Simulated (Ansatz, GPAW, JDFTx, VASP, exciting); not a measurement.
# InP: programs and potentials compared

```
In P
1.0
     0.00000    2.93050    2.93050
     2.93050    0.00000    2.93050
     2.93050    2.93050    0.00000
In P
1 1
Direct
  0.00000 0.00000 0.00000
  0.75000 0.75000 0.75000
```

Alike in all runs: task single point; functional PBE; k mesh 8 × 8 × 8; occupations gaussian, width 0.011 eV; no spin polarisation; no spin-orbit coupling. Pressure is positive in compression and, in plane waves, holds the error of the finite cutoff.

```tsv
program and potentials	plane-wave cutoff (eV)	notes	band gap (eV)	pressure (GPa)
GPAW, GPAW PAW data sets (gpaw-data 1.2.1)	600	-	0.71	3.04
Ansatz, all-electron LAPW, scalar-relativistic	-	-	0.71	3.34
exciting, all-electron LAPW+lo, shipped species files, valence relativity iora*	-	-	0.71	-
JDFTx, PseudoDojo-SR-PBE-0.5-standard with smoothed tails	952	-	0.71	3.41
VASP, PBE PAW files In_d, P, 520 eV	520	-	0.71	3.27
```

All agree on the band gap. The pressure spans 3.04 (GPAW, GPAW PAW data sets (gpaw-data 1.2.1)) to 3.41 GPa (JDFTx, PseudoDojo-SR-PBE-0.5-standard with smoothed tails), with all-electron results at 3.34.

Differences between rows come from potentials, basis sets and numerical settings, since the functional is the same but for its coding. Runs on potential files found faulty are left out.

At this fixed geometry, the fundamental gap of zinc-blende InP is insensitive to the treatment of the core: the pseudopotential and PAW runs give the same 0.71 eV as the scalar-relativistic LAPW calculation. That agreement does not make the value physical. It lies well below the measured gap, as expected of a semilocal functional, whose Kohn–Sham gap lacks the derivative discontinuity.

The pressure is positive in every row that reports it, so PBE favours a larger cell than the one used here. This fits its familiar tendency to underbind semiconductors and overestimate their lattice constants. The gap and the pressure are linked: the conduction-band minimum at Γ is an antibonding state with strong cation s character, while the valence-band maximum is mainly P p. Expansion weakens the s–s antibonding interaction and lowers the conduction edge relative to the valence edge, so relaxing the cell within PBE would probably narrow the gap further. Matching gaps at a single volume do not establish equally good agreement for the deformation potentials.
